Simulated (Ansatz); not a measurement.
(211) slab cut from the bulk of TlCl, 15 Å of vacuum:

```xyz
14
Lattice="5.3306 0.0000 0.0000 0.0000 6.5286 0.0000 0.0000 0.0000 24.2329" Properties=species:S:1:pos:R:3 pbc="T T T"
Tl    2.6653    4.3524    7.5000
Cl    2.6653    1.0881    7.5000
Tl    0.0000    2.1762    9.0388
Cl    0.0000    5.4405    9.0388
Tl    2.6653    0.0000   10.5776
Cl    2.6653    3.2643   10.5776
Tl    0.0000    4.3524   12.1164
Cl    0.0000    1.0881   12.1164
Tl    2.6653    2.1762   13.6552
Cl    2.6653    5.4405   13.6552
Tl    0.0000    0.0000   15.1941
Cl    0.0000    3.2643   15.1941
Tl    2.6653    4.3524   16.7329
Cl    2.6653    1.0881   16.7329
```

Theory: DFT PBEsol, scalar-relativistic, plane waves, PAW (Ansatz 0.2.0). Plane waves to 420 eV, a k mesh through Γ of 5×4×1 on the computed 14-atom cell and Gaussian smearing (0.05 eV); no spin polarisation. The cell repeats along c with a dipole correction in the vacuum.

This base run converges in 7 iterations with a largest force of 0.364 eV/Å.

Settings are then changed, some of them on purpose to poor values; changes count from the base run, and γ keeps the base's bulk energy.

(1) What happens with cutoff 700 eV?

(2) What happens with mixing β = 0.02?

(3) What happens with the slab 1 repeat of the bulk cell thicker?

(4) What happens with occupations gaussian 0.5 eV?

(5) What happens with vacuum of 22 Å?

Settings at which electrons spill into the vacuum are left out.

Spin-orbit coupling is left out, which matters for the bands of heavy elements.

Results:

(1) It converges in 7 iterations; ΔE at zero smearing (meV/atom) -0.7, largest force (eV/Å) 0.364.

(2) It converges in 8 iterations; ΔE at zero smearing (meV/atom) 0.0, Δγ (J/m²) 0.000, largest force (eV/Å) 0.364.

(3) It converges in 7 iterations; ΔE at zero smearing (meV/atom) -9.0, Δγ (J/m²) 0.000, largest force (eV/Å) 0.362.

(4) It converges in 7 iterations; ΔE at zero smearing (meV/atom) 0.0, Δγ (J/m²) 0.000, largest force (eV/Å) 0.364.

(5) It converges in 7 iterations; ΔE at zero smearing (meV/atom) 0.0, Δγ (J/m²) 0.000, largest force (eV/Å) 0.364.
